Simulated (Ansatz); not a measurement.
# Rh under changes of volume

One of the cells (14.302 Å³/atom); the others are scaled copies at fixed shape and fractional positions:

```xyz
2
Lattice="2.7310 0.0000 0.0000 -1.3655 2.3651 0.0000 0.0000 0.0000 4.4285" Properties=species:S:1:pos:R:3 pbc="T T T"
Rh    0.0000    1.5767    1.1071
Rh    1.3655    0.7884    3.3214
```

This isn't the form of Rh at room conditions, which is fcc.

```yaml
Program: Ansatz 0.2.0
Functional: PBE0
Potentials_or_basis: Ansatz PAW
Cutoff: "420 eV (not typed: the program's choice for these potentials)"
k_mesh: 6 × 6 × 4
Occupations: fermi-dirac, width 0.05 eV
Spin: no spin polarisation
```

| volume (Å³/atom) | energy over the lowest point (meV/atom) | pressure (GPa) |
| --- | --- | --- |
| 13.444 | 0.00 | 1.2 |
| 13.730 | ? | ? |
| 14.016 | 16.76 | -10.1 |
| 14.302 | 39.09 | -14.8 |
| 14.588 | 69.21 | -18.9 |
| 14.874 | 106.12 | -22.4 |
| 15.160 | 148.96 | -25.5 |

Problem. What does the run at 13.730 Å³/atom give?

Solution. Energy over the lowest point 3.33 meV/atom; pressure -4.8 GPa.

Worked out: A Birch-Murnaghan fit of order 3 (a polynomial in V^(-2/3)) to the other rows has its minimum at 13.50 Å³/atom with B0 = V·E''(V) = 298 GPa and B' = 5.2 at fixed shape and positions, which overstates the stiffness. It gives 3.30 meV/atom at 13.730 Å³/atom, against the run's 3.33, and -dE/dV = -4.8 GPa, against -4.8.

Energies are extrapolated to zero smearing.

Caveats: all runs use coarse meshes; the PAW data sets come from PBE, with cores solved anew for the run's functional, which leaves a small shift of forces and pressure; the thresholds are loose for stress.
